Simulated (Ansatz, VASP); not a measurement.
One calculation of Al, two programs

```
Al
1.0
    -1.57531    1.57531    1.59122
     1.57531   -1.57531    1.59122
     1.57531    1.57531   -1.59122
Al
1
Direct
  0.00000 0.00000 0.00000
```

Change from the starting cell: strain -0.0100 x Voigt [1, 1, 0, 0, 0, 0], atoms carried along.

Alike in both runs: task single point; functional LDA; k mesh 20 × 20 × 20; occupations methfessel-paxton of order 1, width 0.2 eV; no spin polarisation.

```csv
,VASP,Ansatz
version,VASP 6.6.1,Ansatz 0.2.0
potentials or method,"VASP PAW LDA potentials, release 64 (Al)","scalar-relativistic, plane waves, PAW"
plane-wave cutoff (eV),520,420
valence electrons in the cell,3,3
```

|  | VASP | Ansatz | Ansatz less VASP |
| --- | --- | --- | --- |
| gap on the k mesh at the Fermi level (eV) | none | none | - |
| pressure (GPa) | 2.1 | 2.0 | -0.09 |
| largest component of the traceless stress (GPa) | 0.42 | 0.41 | -0.004 |

A gap of «none» marks a metal or a gap that the smearing closes.
